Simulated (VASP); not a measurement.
Set up this calculation in VASP 6.6.1, as the native input.

| Property | Result |
| --- | --- |
| Task | single point |
| Functional | PBE |
| Potentials or basis | VASP PAW PBE potentials, release 64 (Mo_sv, S) |
| Cutoff | 520 eV |
| k mesh | 8 × 8 × 2 |
| Occupations | fermi-dirac, width 0.05 eV |
| Spin | no spin polarisation |
| Further INCAR settings | ALGO = Normal; EDIFF = 1e-07; NBANDS = 35 |

The structure of MoS2 lies in POSCAR:

```
MoS2
1.0
    3.1610000000      0.0000000000      0.0000000000
   -1.5805000000      2.7375063014      0.0000000000
    0.0000000000      0.0000000000     12.2950000000
Mo S
2 4
Direct
    0.3333333333      0.6666666667      0.2500000000
    0.6666666667      0.3333333333      0.7500000000
    0.6666666667      0.3333333333      0.3772875153
    0.6666666667      0.3333333333      0.1227124847
    0.3333333333      0.6666666667      0.8772875153
    0.3333333333      0.6666666667      0.6227124847
```

The cell was built by a generator and needn't be a form met in nature.

The input as run:

INCAR

```
ALGO     = Normal         # electronic algorithm
EDIFF    = 1E-7           # SCF threshold, eV
ENCUT    = 520            # plane-wave cutoff, eV
GGA      = PE             # functional
ISIF     = 2              # what is computed and relaxed
ISMEAR   = -1             # smearing method
LASPH    = True           # aspherical terms in the spheres
LCHARG   = False          # write CHGCAR
LREAL    = False          # projectors in reciprocal space
LWAVE    = False          # write WAVECAR
NBANDS   = 35             # bands
NELM     = 100            # most SCF steps
PREC     = Accurate       # precision mode
SIGMA    = 0.05           # smearing width, eV
```

KPOINTS

```
k-points
0
Gamma
  8 8 2
```

Potentials or basis: VASP PAW PBE potentials, release 64 (Mo_sv, S).

The run is started by

```sh
$ cat potpaw_PBE.64/Mo_sv/POTCAR potpaw_PBE.64/S/POTCAR > POTCAR
$ mpirun -np 1 vasp_std > vasp.out
```

Results of the run:

- Pressure: 2.7 GPa
- Largest force: 0.031 eV/Å
- Band gap on the k mesh: 0.99 eV, indirect (least direct gap 1.96 eV)

Caveat: this functional lacks dispersion, which binds the layers, so the pressure and a relaxed spacing across them are unreliable.

Run time: 39 s on 1 thread of Intel(R) Xeon(R) 6975P-C (Granite Rapids) (shared host), peak memory 0.24 GiB.
